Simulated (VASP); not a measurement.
Wanted: the native input for a VASP 6.6.1 run.

* Task: single point
* Functional: LDA
* Potentials or basis: VASP PAW LDA potentials, release 64 (Mn_pv, O)
* Cutoff: 520 eV
* k mesh: 7 × 7 × 7
* Occupations: gaussian, width 0.05 eV
* Spin: no spin polarisation
* Hubbard terms: Mn d U = 6 eV
* Further INCAR settings: ALGO = Normal; EDIFF = 1e-07

The structure of MnO lies in POSCAR:

```
MnO
1.0
    2.9694859100      0.0000000000      0.0000000000
   -1.4847429600      2.5716502300      0.0000000000
    0.0000000000      0.0000000000      2.8980711300
Mn O
1 1
Direct
    0.0000000000      0.0000000000      0.0000000000
    0.6666666667      0.3333333333      0.5000000000
```

Measurements of this composition are mostly on another form, of space group No. 225.

The input as run:

INCAR

```
SYSTEM = MnO
PREC = Accurate
ENCUT = 520
EDIFF = 1E-7
ISMEAR = 0
SIGMA = 0.05
LREAL = .False.
LASPH = .True.
NELM = 100
ALGO = Normal
ISIF = 2
LWAVE = .False.
LCHARG = .False.
LMAXMIX = 4
LDAU = .True.
LDAUTYPE = 2
LDAUL = 2 -1
LDAUU = 6 0
LDAUJ = 0 0
LDAUPRINT = 1
GGA = CA
```

KPOINTS

```
regular mesh
0
Gamma
  7 7 7
  0 0 0
```

Potentials or basis: VASP PAW LDA potentials, release 64 (Mn_pv, O).

Command:

```bash
$ cat potpaw_LDA.64/Mn_pv/POTCAR potpaw_LDA.64/O/POTCAR > POTCAR
$ mpirun -np 1 vasp_std > vasp.out
```

It gave:

The pressure is -36.6 GPa and the band gap on the k mesh is none (metal or under the smearing width).

Caveat: a pressure of tens of GPa on the cell as given is suspect, and the run, the potentials or the cell itself is likely at fault; an odd number of electrons without spin polarisation forces a metal; a magnetic or distorted state may lie lower; the run has no spin polarisation, though such a crystal can be magnetic; U without spin polarisation on a metal has little footing.

It took 6.2 s on 1 thread of Intel(R) Xeon(R) 6975P-C (Granite Rapids), with other jobs on the host, peak memory 0.13 GiB.
